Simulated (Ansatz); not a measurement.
CsPbCl3:

```
Pb Cs Cl
1.0
     5.60500    0.00000    0.00000
     0.00000    5.60500    0.00000
     0.00000    0.00000    5.60500
Pb Cs Cl
1 1 3
Direct
  0.50000 0.50000 0.50000
  0.00000 0.00000 0.00000
  0.50000 0.00000 0.50000
  0.00000 0.50000 0.50000
  0.50000 0.50000 0.00000
```

Base run:

* Program: Ansatz 0.2.0
* Functional: LDA
* Potentials or basis: Ansatz PAW
* Cutoff: 420 eV (not typed: the program's choice for these potentials)
* k mesh: 5 × 5 × 5
* Occupations: fermi-dirac, width 0.05 eV
* Spin: no spin polarisation

Its results: pressure -1.3 GPa.

Task: The run is repeated on the same cell with these changes: functional from LDA to BLYP. What comes out?

Result: Pressure 3.2 GPa.

BLYP binds less tightly than LDA, so the same cell stands under more pressure.

Caveats: the PAW data sets come from PBE, with cores solved anew for the run's functional, which leaves a small shift of forces and pressure.
